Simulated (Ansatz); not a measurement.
simple cubic against fcc along group 11 and 12

The calculation used DFT, revPBE, plane waves (420 eV) with PAW, scalar-relativistic in Ansatz. (PAW data from PBE, frozen cores regenerated.)

Each structure is relaxed within its symmetry, in the lowest magnetic state of the tried starts. Differences under about 8 meV lie within the error of the k-point mesh.

```
element  E(simple cubic) − E(fcc) (meV/atom)  V(simple cubic) (Å³/atom)  V(fcc) (Å³/atom)  state of simple cubic       state of fcc
     Cu                                  454                      14.35             12.26      spin not included  spin not included
     Ag                                  306                      21.62             18.43      spin not included  spin not included
     Au                                  176                      21.25             18.33      spin not included  spin not included
     Zn                                    ?                          ?                 ?                      ?                  ?
     Cd                                  102                      28.21             23.97      spin not included  spin not included
```

Question: Fill in the row of Zn.

Answer: E(simple cubic) − E(fcc) (meV/atom): 188; V(simple cubic) (Å³/atom): 18.87; V(fcc) (Å³/atom): 15.69; state of simple cubic: spin not included; state of fcc: spin not included.
